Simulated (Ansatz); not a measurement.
## ZnO (Pmmn) at 2 levels of theory

One geometry, relaxed with PBE; plane waves with PAW potentials in Ansatz, scalar-relativistic. No spin polarisation. Gaps are the least over mesh and band path; pressure is positive in compression.

```
Zn O
1.0
     3.34997    0.00000    0.00000
     0.00000   10.15168    0.00000
     0.00000    0.00000    4.75182
Zn O
6 6
Cartesian
  1.6750 8.6438 0.5108
  1.6750 1.5078 0.5108
  0.0000 0.0000 2.9048
  1.6750 5.0758 1.8470
  0.0000 3.5680 4.2410
  0.0000 6.5837 4.2410
  1.6750 0.0000 1.7788
  0.0000 8.6091 4.1434
  0.0000 1.5426 4.1434
  1.6750 3.5332 0.6084
  1.6750 6.6185 0.6084
  0.0000 5.0758 2.9731
```

```
level  cutoff (eV)  k mesh  gap (eV)  pressure (GPa)
  PBE          420   8×4×6      0.87             0.0
```

Problem. What comes out on the same cell with LDA?

Solution.
```json
{"level": "LDA", "cutoff (eV)": "420", "k mesh": "8×4×6", "gap (eV)": "0.78", "pressure (GPa)": "-10.0"}
```

The structure comes from a generated guess; another structure or a mixture of phases may lie lower.
